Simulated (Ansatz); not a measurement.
# 4 guesses for SiMo₃ and where they end

The calculation used DFT PBE, scalar-relativistic, plane waves, PAW in Ansatz 0.2.0. All cells share a 420 eV cutoff and Γ-centred k meshes spaced at most about 0.3 Å⁻¹ (about 0.25 or finer for metals, 2π included). No spin polarisation in the final relaxations.

Each guess was relaxed in cell and atoms at zero pressure, within the symmetry of its start. All energies are static (0 K, no zero-point motion). Coordination counts Mo atoms around Si (those within 1.25 times the shortest such distance or 1.15 times the sum of covalent radii, 1.27 where that leaves under three; a plus sign parts nearer from farther groups).

```json
{"guess": "1", "made from": "random cell", "start group": "P4/mmm", "V start (Å³/atom)": "18.6", "end group": "P4/mmm", "V end (Å³/atom)": "17.0", "coordination at the end": "Si 6", "gap on mesh (eV)": "0", "E over the lowest end (meV/atom)": "1200"}
{"guess": "2", "made from": "random cell", "start group": "Fm-3m", "V start (Å³/atom)": "19.2", "end group": "Fm-3m (BiF3 (D0_3))", "V end (Å³/atom)": "14.9", "coordination at the end": "Si 8+6", "gap on mesh (eV)": "0", "E over the lowest end (meV/atom)": "262"}
{"guess": "3", "made from": "random cell", "start group": "Im-3m", "V start (Å³/atom)": "19.0", "end group": "?", "V end (Å³/atom)": "?", "coordination at the end": "?", "gap on mesh (eV)": "?", "E over the lowest end (meV/atom)": "?"}
{"guess": "4", "made from": "a cell as deposited in COD", "start group": "Pm-3n", "V start (Å³/atom)": "14.6", "end group": "Pm-3n (A15)", "V end (Å³/atom)": "14.8", "coordination at the end": "Si 12", "gap on mesh (eV)": "0", "E over the lowest end (meV/atom)": "0"}
```

Guess 3 as it starts:

```cif
data_structure
_symmetry_space_group_name_H-M 'Im-3m'
_symmetry_Int_Tables_number 229
_cell_length_a 5.3402
_cell_length_b 5.3402
_cell_length_c 5.3402
_cell_angle_alpha 90.000
_cell_angle_beta 90.000
_cell_angle_gamma 90.000
_cell_volume 152.29
loop_
_atom_site_label
_atom_site_type_symbol
_atom_site_symmetry_multiplicity
_atom_site_Wyckoff_symbol
_atom_site_fract_x
_atom_site_fract_y
_atom_site_fract_z
_atom_site_occupancy
Si1 Si 2 a 0.00000 0.00000 0.00000 1
Mo1 Mo 6 b 0.50000 0.00000 0.00000 1
```

**Question.** Fill in the missing row: what does this guess relax into, and where does it rank?

**Answer.** It ends in space group Im-3m (No. 229), with a = 5.152 Å, 17.1 Å³/atom and no gap. It lies 1.35 eV/atom over the lowest end, above guess 1 and so the highest of the set. Counting Mo atoms around Si, this end has Si 6 and the lowest (guess 4) has Si 12.

```yaml
crystal:
  lattice:
    - [-2.57611, 2.57611, 2.57611]
    - [2.57611, -2.57611, 2.57611]
    - [2.57611, 2.57611, -2.57611]
  atoms:
    - { symbol: Si, position: [0.00000, 0.00000, 0.00000] }
    - { symbol: Mo, position: [0.00000, 0.50000, 0.50000] }
    - { symbol: Mo, position: [0.50000, 0.00000, 0.50000] }
    - { symbol: Mo, position: [0.50000, 0.50000, 0.00000] }
```

Energies over the elements count from the elements' standard structures at the same level, with no fitted energy shifts.

**Question.** Is the lowest end bound against the elements?

**Answer.** Yes: its formation energy is −0.32 eV/atom. A negative formation energy is needed for stability but isn't enough: competing phases decide.

With atoms moved at random, Pm-3n came back. Other cells relaxed within their symmetry can be saddle points. Some structure types and database cells were kept out of the candidates from the start, so a known form may be missing.

The A15 end, the structure known for Mo₃Si, is the lowest of the four, and the ranking follows packing first. The Im-3m end is a simple cubic lattice shared by Si and Mo, so each atom has only six nearest neighbours. Such an open arrangement wastes much of the d–d bonding available to a transition metal with a roughly half-filled d shell, and guess 1, also with sixfold Si and nearly the same volume, pays a similar penalty.

Density doesn't settle the order of the two compact ends. D0₃, an ordered bcc arrangement, has almost the same volume as A15 and more Mo counted around Si, yet lies 262 meV/atom higher. The difference probably comes from the Mo sublattice, whose closely spaced chains in A15 favour strong directional d bonding, alongside Mo d–Si p hybridisation in the icosahedral Si environment. The ordered cells don't address the slight silicon deficiency known for the real phase.
